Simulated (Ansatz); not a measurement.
Li3N in space group P6/mmm (No. 191; Li on 1b, Li on 2c, N on 1a), a = b = 3.6071 Å, c = 3.8446 Å, α = β = 90.00°, γ = 120.00°.

Relaxed with PBEsol.

**Question.** Decompose the optical modes at the zone centre into irreducible representations, and say which are infrared and Raman allowed.

**Answer.** Point group 6/mmm: Γ_opt = 2A2u + B1g + 2E1u + E2g. Infrared: A2u, E1u. Raman: E2g.

**Question.** Assign frequencies (DFPT, plane-wave PAW PBEsol (Ansatz code); without the LO–TO term).

**Answer.** B1g 84i, E1u 318, E1u 424, A2u 491, E2g 626, A2u 679 cm⁻¹.

Subscripts of B labels follow the axes of the standard setting.

The cell was relaxed with PBEsol under the symmetry of its start. At this level the phase is dynamically unstable (imaginary phonons).

Potentials: the later of the program's two PAW sets.
